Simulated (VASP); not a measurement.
**GaN: band structure with PBEsol**

GaN:

```
Ga N
1.0
     0.00000    2.24885    2.24885
     2.24885    0.00000    2.24885
     2.24885    2.24885    0.00000
Ga N
1 1
Direct
  0.00000 0.00000 0.00000
  0.75000 0.75000 0.75000
```

The cell is a database's computed one.

- Program: VASP 6.6.1
- Task: band structure
- Functional: PBEsol
- Potentials or basis: VASP PAW PBE potentials, release 64 (Ga_d, N)
- Cutoff: 520 eV
- k mesh: 3 × 3 × 3
- Occupations: gaussian, width 0.02 eV
- Spin: no spin polarisation
- Further INCAR settings: ALGO = Normal; EDIFF = 1e-06

```
Band gap on the k mesh  : 1.65 eV, direct
Band gap along the path : 1.65 eV, direct
```

Levels at the corners of the path, in eV from the valence-band top:
| point | band 7 | band 8 | band 9 | band 10 | band 11 | band 12 |
| --- | --- | --- | --- | --- | --- | --- |
| Γ | 0.00 | 0.00 | 0.00 | 1.65 | 10.09 | 10.09 |
| X | -6.29 | -2.80 | -2.80 | 3.08 | 6.47 | 11.59 |
| X | -6.29 | -2.80 | -2.80 | 3.08 | 6.47 | 11.59 |
| W | -5.86 | -3.83 | -3.80 | 6.04 | 8.37 | 10.10 |
| W | -5.86 | -3.83 | -3.80 | 6.04 | 8.37 | 10.10 |
| K | -6.03 | -4.42 | -2.25 | 4.76 | 7.79 | 10.94 |
| K | -6.03 | -4.42 | -2.25 | 4.76 | 7.79 | 10.94 |
| Γ | 0.00 | 0.00 | 0.00 | 1.65 | 10.09 | 10.09 |
| Γ | 0.00 | 0.00 | 0.00 | 1.65 | 10.09 | 10.09 |
| L | -7.25 | -1.00 | -1.00 | 4.50 | 8.62 | 10.15 |
| L | -7.25 | -1.00 | -1.00 | 4.50 | 8.62 | 10.15 |
| U | -6.03 | -4.42 | -2.25 | 4.76 | 7.79 | 10.94 |
| U | -6.03 | -4.42 | -2.25 | 4.76 | 7.79 | 10.94 |
| W | -5.86 | -3.83 | -3.80 | 6.04 | 8.37 | 10.10 |
| W | -5.86 | -3.83 | -3.80 | 6.04 | 8.37 | 10.10 |
| L | -7.25 | -1.00 | -1.00 | 4.50 | 8.62 | 10.15 |
| L | -7.25 | -1.00 | -1.00 | 4.50 | 8.62 | 10.15 |
| K | -6.03 | -4.42 | -2.25 | 4.76 | 7.79 | 10.94 |
| U | -6.03 | -4.42 | -2.25 | 4.76 | 7.79 | 10.94 |
| X | -6.29 | -2.80 | -2.80 | 3.08 | 6.47 | 11.59 |

It took 16 s on 1 thread of Intel(R) Xeon(R) Platinum 8259CL CPU @ 2.50GHz (Skylake/Cascade Lake), with other jobs on the host, peak memory 0.17 GiB.

Caveat: the k mesh is coarse (spacing up to 0.81 Å⁻¹), so the values aren't converged; the log is that of the step along the path at fixed density, whose energy, stress, charges and moments have no meaning. PBEsol gaps usually lie below the measured ones, often by a third to a half.
